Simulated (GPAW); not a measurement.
The system is PbSe (Clausthalite).

```
CELL_PARAMETERS angstrom
0.00000 3.06065 3.06065
3.06065 0.00000 3.06065
3.06065 3.06065 0.00000
ATOMIC_POSITIONS crystal
Pb 0.00000 0.00000 0.00000
Se 0.50000 0.50000 0.50000
```

Base run:

| Quantity | Value |
| --- | --- |
| Program | GPAW 26.7.0 |
| Functional | PBE |
| Potentials or basis | GPAW PAW data sets (gpaw-data 1.2.1) |
| Cutoff | 600 eV |
| Basis | pw |
| k mesh | 8 × 8 × 8 |
| Occupations | fermi-dirac, width 0.05 eV |
| Spin | no spin polarisation |

Its results: band gap on the k mesh 0.24 eV, direct; pressure 2.2 GPa.

The run is repeated on the same cell with these changes: functional from PBE to LDA; potentials or basis from GPAW PAW data sets (gpaw-data 1.2.1) to the program's PAW data sets (release 1.2.1) made for this functional. What comes out?

Band gap on the k mesh 0.14 eV, direct; pressure -2.3 GPa.

Caveats: spin-orbit coupling is left out, which as a rule narrows the gap of such compounds by several tenths of an eV.
